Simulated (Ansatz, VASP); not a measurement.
One calculation of Sb, two programs

```
Sb
1.0
     3.13879    0.00000    0.00000
     0.00000    3.13879    0.00000
     0.00000    0.00000    3.13879
Sb
1
Direct
  0.00000 0.00000 0.00000
```

Change from the starting cell: volume scaled by 0.98.

Alike in both runs: task single point; functional PBE; k mesh 8 × 8 × 8; occupations fermi-dirac, width 0.05 eV; no spin polarisation.

|  | VASP | Ansatz |
| --- | --- | --- |
| version | VASP 6.6.1 | Ansatz 0.2.0 |
| potentials or method | VASP PAW PBE potentials, release 64 (Sb) | Ansatz PAW |
| plane-wave cutoff (eV) | 520 | 420 |
| valence electrons in the cell | 5 | 15 |

|  | VASP | Ansatz | Ansatz less VASP |
| --- | --- | --- | --- |
| gap on the k mesh at the Fermi level (eV) | none | none | - |
| pressure (GPa) | -1.3 | -1.3 | +0.03 |

A gap of «none» marks a metal or a gap that the smearing closes. The two sets of potentials don't hold the same shells in valence.

The runs have no spin-orbit coupling, so splittings on Sb are missing.
